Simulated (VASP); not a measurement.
**KBr: equation of state with PBEsol**

Crystal: KBr.

```
CELL_PARAMETERS angstrom
0.00000 3.30000 3.30000
3.30000 0.00000 3.30000
3.30000 3.30000 0.00000
ATOMIC_POSITIONS crystal
Br 0.50000 0.50000 0.50000
K 0.00000 0.00000 0.00000
```

```json
{
  "Program": "VASP 6.6.1",
  "Task": "equation of state",
  "Functional": "PBEsol",
  "Potentials or basis": "VASP PAW PBE potentials, release 64 (Br, K_sv)",
  "Cutoff": "520 eV",
  "k mesh": "7 × 7 × 7",
  "Occupations": "fermi-dirac, width 0.05 eV",
  "Spin": "no spin polarisation"
}
```

```
Equilibrium volume                      : 35.28 Å³/atom
Bulk modulus                            : 15.4 GPa
Pressure derivative of the bulk modulus : 5.0
```

Energy against volume, from the lowest point:
```csv
volume (Å³/atom),energy (meV/atom)
33.781,3.33
34.500,0.86
35.218,0.00
35.937,0.56
36.656,2.37
37.374,5.30
38.093,9.21
```

All runs of the series together: 120 s on 1 thread of Intel(R) Xeon(R) Platinum 8488C (Sapphire Rapids), with other jobs on the host.

Caveat: the PAW data sets were made with another functional, which shifts forces and pressure a little.
